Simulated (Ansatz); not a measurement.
# PbS (Galena) (Fm-3m) in Ansatz: further runs

The runs below take PbS (Galena) through single point, with PBE.

Program: Ansatz 0.2.0. These are calculated values, not measurements. Logs are shortened: lines on timing, memory, paths and dates and some standing lists are left out, and cuts for length are marked.

## (1) The structure

The structure is cubic, space group Fm-3m (No. 225). Conventional cell: a = 5.931 Å, b = 5.931 Å, c = 5.931 Å, α = 90.00°, β = 90.00°, γ = 90.00°. Pb (site symmetry m-3m) has 6 S at 2.97 Å as nearest neighbours. S (site symmetry m-3m) is surrounded by 6 Pb at 2.97 Å.

## (2) Single point, PBE

input.yaml reads:

```yaml
crystal:
  lattice:
    - [0.0, 2.96575, 2.96575]
    - [2.96575, 0.0, 2.96575]
    - [2.96575, 2.96575, 0.0]
  atoms:
    - { symbol: Pb, position: [0.0, 0.0, 0.0] }
    - { symbol: S, position: [0.5, 0.5, 0.5] }
kpoints:
  mp_grid: { grid: [6, 6, 6] }
scf:
  occupations: { method: fermi_dirac, width: 0.06 }
hamiltonian:
  xc: pbe
  pseudopotentials: { kind: all_electron, lapw: { basis_error: 0.004 } }
output:
  forces: true
  stress: true
  eigenvalues: true
```

Potentials or basis: all-electron LAPW, scalar-relativistic.

Started as:

```sh
> ansatz run input.yaml --threads 1 --pin off --max-ram 3072MiB --backend cpu --events-out ev --progress --plain --runs-dir out
```

What it wrote:

```text
Warning: RAYON_NUM_THREADS=1 ignored (pool sized by the plan → 1); use --threads N
LAPW: plane waves up to 6.282 Å⁻¹, error target 4.0e-3 eV per atom; small_component_spin mean_spin; S in spheres of 1.309 Å, 14 of its electrons in bands, Dirac shells []; Pb in spheres of 1.656 Å, 36 of its electrons in bands, Dirac shells [] (how accurate: hamiltonian.pseudopotentials.lapw.basis_error, Limitations)
Engine: ansatz 0.2.0, aarch64-unknown-linux-gnu
Pseudopotentials: kind: all_electron
Pseudopotential: Pb, LAPW, valence charge 36, lapw/all_electron/scalar/gaussian/Pb, Koelling and Harmon's equation, gaussian nucleus
Pseudopotential: S, LAPW, valence charge 14, lapw/all_electron/scalar/gaussian/S, Koelling and Harmon's equation, gaussian nucleus
Functional definition: PBE
  parameter kappa = 0.804
  parameter beta = 0.06672455060314922
  exchange = pbe_x(kappa = kappa, mu = beta*pi^2/3)
  correlation = pbe_c(beta = beta)
Crystal: 2 atoms, lattice volume = 52.172 Å³
Basis set: ecut = 150.34697802304171 eV, 229 PW (Γ), exchange–correlation at level 2
Bands: 30, of which v1, the nominal top of the filled ones, is band 25 counted from 1 (24 counted from 0)
Symmetry: 48 space group operations
Space group: Fm-3m (ITA 225), of the structure as read, at distance tolerance 3.7e-5 Å
k-points: 16 of 216
Non-local potential: Pb, projectors of the file, none
Non-local potential: S, projectors of the file, none
Initial density: superposition of atomic densities (chi_scale 0.1, normalization cell, long waves kept (reshape's long-wave potential 0.00 eV rms))
Initial wavefunctions: plane waves of lowest kinetic energy (no species holds an atomic orbital)
Functional: x = pbe(κ = 0.804, μ = 0.2195149727645171), c = pbe(β = 0.06672455060314922)
iter 1 solved again at ethr=2.74e-3 eV; its pass at ethr=1.00e-1 eV (dr2=1.37e0 eV) is discarded
SCF iter   1: F=—  HF=-578930.834368 eV  |F-HF|=—  |Δ(HF+E_count)|=         —  Δρ=3.39e-2  dr2=1.37e0  ethr=2.74e-3  ⟨swp⟩=2.0  Hψ=2981  notcnv=0
preconditioner: auto → none  [insulator: Δε(μ)=0.829 eV  Ē_g=16.218 eV  σ=0.060 eV  W_gap=1.00  n_scr=14 (ndim 8)  ℏωp=23.0 eV  f_vac=0.054  D(μ)=0.00/eV (n_scr^D=0)  ε∞_Penn≈3.0]
iter 2 solved again at ethr=1.47e-4 eV; its pass at ethr=2.74e-3 eV (dr2=7.35e-2 eV) is discarded
SCF iter   2: F=—  HF=-578930.430109 eV  |F-HF|=—  |Δ(HF+E_count)|=   4.04e-1  Δρ=1.00e-2  dr2=7.37e-2  ethr=1.47e-4  ⟨swp⟩=2.0  Hψ=2417  notcnv=0
SCF iter   3: F=—  HF=-578930.351671 eV  |F-HF|=—  |Δ(HF+E_count)|=   7.84e-2  Δρ=4.38e-3  dr2=1.73e-2  ethr=1.47e-4  ⟨swp⟩=2.9  Hψ=1504  notcnv=0
SCF iter   4: F=—  HF=-578930.354138 eV  |F-HF|=—  |Δ(HF+E_count)|=   2.47e-3  Δρ=4.80e-4  dr2=1.06e-4  ethr=3.46e-5  ⟨swp⟩=2.1  Hψ=1431  notcnv=0
SCF iter   5: F=—  HF=-578930.353844 eV  |F-HF|=—  |Δ(HF+E_count)|=   2.94e-4  Δρ=2.04e-4  dr2=3.54e-5  ethr=2.12e-7  ⟨swp⟩=2.8  Hψ=1461  notcnv=0
SCF iter   6: F=—  HF=-578930.353841 eV  |F-HF|=—  |Δ(HF+E_count)|=   3.38e-6  Δρ=8.51e-5  dr2=8.31e-6  ethr=7.08e-8  ⟨swp⟩=2.9  Hψ=1454  notcnv=0
SCF iter   7: F=—  HF=-578930.353840 eV  |F-HF|=—  |Δ(HF+E_count)|=   4.89e-7  Δρ=1.29e-5  dr2=1.65e-7  ethr=1.66e-8  ⟨swp⟩=2.1  Hψ=1426  notcnv=0
SCF iter   8: F=-578930.353840 eV  HF=-578930.353840 eV  |F-HF|=4.77e-9  |Δ(HF+E_count)|=   7.68e-8  Δρ=1.73e-6  dr2=1.56e-9  ethr=3.30e-10  ⟨swp⟩=2.8  Hψ=1448  notcnv=0
SCF 1 converged in 8 iterations: F = -578930.353840 eV  dr2 = 1.56e-9
SCF converged after 8 iterations
Free energy (F): -578930.353840 eV
Harris-Foulkes:  -578930.353840 eV  (|F-HF|=4.77e-9)
Internal energy: -578930.352979 eV  (E = F + TS)
E sigma→0 (E₀):  -578930.353409 eV
Entropy (-TS):   -0.000861 eV (-0.431 meV/atom)
Fermi energy:    11.681987 eV
--- Per-component energies (eV) ---
  E_band       = -3525.573383
  E_kinetic    = 665884.237279
  E_xc         = -11278.446218
  E_electrostatic = -1233536.144040  (all electrons and nuclei)
  E_smearing   = -0.000861  (= −TS)
  E_closure    = 0.000000  (closes the sum)
  E_atoms      = -578921.625793  (free atoms, spherical and without spin; not in F)
  Σ components = -578930.353840   (vs F -578930.353840, Δ=0.00e0)
  Basis errors (estimates in eV, not in F): energy 1.4e-3 per atom: plane waves 1.3e-3 (7.1e-4 summed), levels above the bands 2.1e-49, relativity 2.8e-7, radial functions 1.6e-4, core shells 6.8e-9; eigenvalues (radial functions only) 5.5e-4; not estimated: angular momenta, meshes, grids; target (lapw.basis_error) 4.0e-3; muffin-tin radii S 1.309 Å, Pb 1.656 Å
--- Forces (eV/Å), atoms counted from 1 ---
  atom   1  Pb    -0.00000000     0.00000000     0.00000000
  atom   2  S      0.00000000    -0.00000000     0.00000000
  max |Σ_I F_I| component: 5.26e-31 eV/Å
--- Stress (GPa, compression-positive) ---
        2.198420      -0.000000       0.000000
       -0.000000       2.198420      -0.000000
        0.000000      -0.000000       2.198420
  P = ⅓ Tr σ = 2.1984 GPa (21.984 kbar)
--- Band table (eV; the first three rows and the last of 16) ---
  k-point 0: bands = ["-193.7454", "-138.5221", "-138.5221", "-138.5221", "-127.9660", "-116.9930", "-116.9900", "-116.9900", "-116.9900", "-116.9876", "-116.9876", "-116.9876", "-69.8128", "-69.8128", "-69.8128", "-5.3347", "-5.3347", "-5.3347", "-5.3188", "-5.3188", "-2.1016", "5.4715", "9.3203", "9.3203", "9.3203", "16.7141", "16.7141", "16.7141", "18.1979", "18.1979"]
  k-point 1: bands = ["-193.7454", "-138.5221", "-138.5221", "-138.5221", "-127.9660", "-116.9930", "-116.9900", "-116.9900", "-116.9900", "-116.9876", "-116.9876", "-116.9876", "-69.8128", "-69.8128", "-69.8128", "-5.3335", "-5.3324", "-5.3324", "-5.3173", "-5.3173", "-1.8685", "4.7203", "9.3941", "9.3941", "9.8737", "14.9133", "15.5129", "15.5129", "18.1634", "18.8004"]
  k-point 2: bands = ["-193.7454", "-138.5221", "-138.5221", "-138.5221", "-127.9660", "-116.9930", "-116.9900", "-116.9900", "-116.9900", "-116.9876", "-116.9876", "-116.9876", "-69.8129", "-69.8128", "-69.8128", "-5.3453", "-5.3453", "-5.3319", "-5.2970", "-5.2970", "-1.2777", "3.3776", "9.5841", "9.5841", "10.7661", "12.9717", "14.0531", "14.0531", "18.8589", "20.1866"]
  k-point 15: bands = ["-193.7454", "-138.5221", "-138.5221", "-138.5221", "-127.9660", "-116.9930", "-116.9900", "-116.9900", "-116.9900", "-116.9876", "-116.9876", "-116.9876", "-69.8129", "-69.8128", "-69.8128", "-5.4419", "-5.3394", "-5.3098", "-5.2963", "-5.2737", "-0.4031", "3.7198", "6.6643", "7.5236", "9.6919", "14.6610", "15.7477", "16.5940", "18.3688", "21.1549"]
```

It took 3.4 s on 1 thread of Arm Neoverse V1, shared host; peak memory 0.23 GiB.

What came out:

| Quantity | Value |
| --- | --- |
| Free energy | -578930.3538 eV |
| Pressure | 2.2 GPa |
| Band gap on the k mesh | 0.36 eV, direct |

Caveat: spin-orbit coupling is left out, which as a rule narrows the gap of such compounds by several tenths of an eV.

## (3) Single point, PBE

input.yaml reads:

```yaml
crystal:
  lattice:
    - [0.0, 2.96575, 2.96575]
    - [2.96575, 0.0, 2.96575]
    - [2.96575, 2.96575, 0.0]
  atoms:
    - { symbol: Pb, position: [0.0, 0.0, 0.0] }
    - { symbol: S, position: [0.5, 0.5, 0.5] }
kpoints:
  mp_grid: { grid: [8, 8, 8] }
scf:
  occupations: { method: gaussian, width: 0.011 }
hamiltonian:
  xc: pbe
  pseudopotentials: { kind: all_electron, lapw: { basis_error: 0.001 } }
output:
  forces: true
  stress: true
  eigenvalues: true
```

Potentials or basis: all-electron LAPW, scalar-relativistic.

Started as:

```sh
> ansatz run input.yaml --threads 1 --pin off --max-ram 3072MiB --backend cpu --events-out ev --progress --plain --runs-dir out
```

It took 7 s on 1 thread of Arm Neoverse V1, shared host; peak memory 0.28 GiB.

Results (log left out):

```yaml
Free_energy: -578930.3536 eV
Pressure: 2.2 GPa
Band_gap_on_the_k_mesh: 0.36 eV, direct
```

Levels at points of the mesh, in eV from the valence-band top:
```csv
k point,band 23,band 24,band 25,band 26,band 27,band 28
"(0.00, 0.00, 0.00)",-2.18,-2.18,-2.18,5.21,5.21,5.21
"(0.00, 0.00, -0.50)",-1.79,-1.79,0.00,0.36,1.95,1.95
"(0.00, -0.50, -0.50)",-5.21,-3.45,-3.45,3.85,5.57,5.68
```

Caveat: spin-orbit coupling is left out, which as a rule narrows the gap of such compounds by several tenths of an eV.
